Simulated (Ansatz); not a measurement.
## ZnSe: the change of pressure with volume scale

Results calculated with Ansatz 0.2.0, not measured. Periodic Kohn-Sham DFT of a crystal at fixed atoms, scaled to volume_scale times the given cell; pressure positive in compression, energy less spherical unpolarised free atoms, largest_vzz the field gradient of largest size among the nuclei.

The cell before it is scaled or strained (space group F-43m, No. 216):
```
CELL_PARAMETERS angstrom
0.00000 2.83380 2.83380
2.83380 0.00000 2.83380
2.83380 2.83380 0.00000
ATOMIC_POSITIONS crystal
Zn 0.00000 0.00000 0.00000
Se 0.75000 0.75000 0.75000
```

Settings of every row: method frozen-core PAW; functional PBE; relativity scalar; k mesh 8x8x8; filling fermi-dirac; smearing width 0.03 eV; wave cutoff 420 eV; paw set soft_2.

Atom start moment: 0 on all atoms.

| row | volume scale | V (Å³/atom) | pressure (GPa) |
| --- | --- | --- | --- |
| 1 | 0.94 | 21.391 | 6.785 |
| 2 | 0.96 | 21.846 | 5.053 |
| 3 | 0.98 | 22.301 | 3.499 |
| 4 | 0.99 | 22.529 | 2.783 |
| 5 | 1 | 22.757 | 2.104 |
| 6 | 1.01 | 22.984 | ? |
| 7 | 1.02 | 23.212 | 0.851 |
| 8 | 1.04 | 23.667 | -0.274 |

Question: what pressure should row 6 give?

Worked fit of pressure. Take u = (V_r/V)^(2/3) − 1 with V_r = 22.529 Å³ an atom, which is twice the finite (Eulerian) strain; such expansions in the strain, on which the Birch-Murnaghan equation of state is built, carry the rest volume and the bulk modulus. The shown rows have u = 0.03516, 0.02074, 0.0068, 0, -0.00669, -0.01971, -0.03232. Least squares give pressure = 2.7827 + 103.445 × u + 284.3 × u² + 314 × u³ GPa; a parabola predicts inner rows, each left out in turn, worse (root mean square 0.0034 against 0.001 GPa). The rows lie off it by 0.000, 0.000, 0.000, 0.000, 0.001, -0.001, 0.000. The pressure vanishes at u = -0.0292, or V = 23.55 Å³ an atom, and there the bulk modulus at fixed shape and fractions is B = −V dP/dV = (2/3)(1 + u) dP/du = 56.7 GPa. The withheld row has u = -0.01324, so the fit gives 2.7827 + 103.445 × (-0.01324) + 284.3 × (-0.01324)² + 314 × (-0.01324)³ = 1.462 GPa.

The calculation gave 1.461 GPa. The fit lies 0.001 GPa (0.014 % of the column's range) above it, one unit of the last digit.
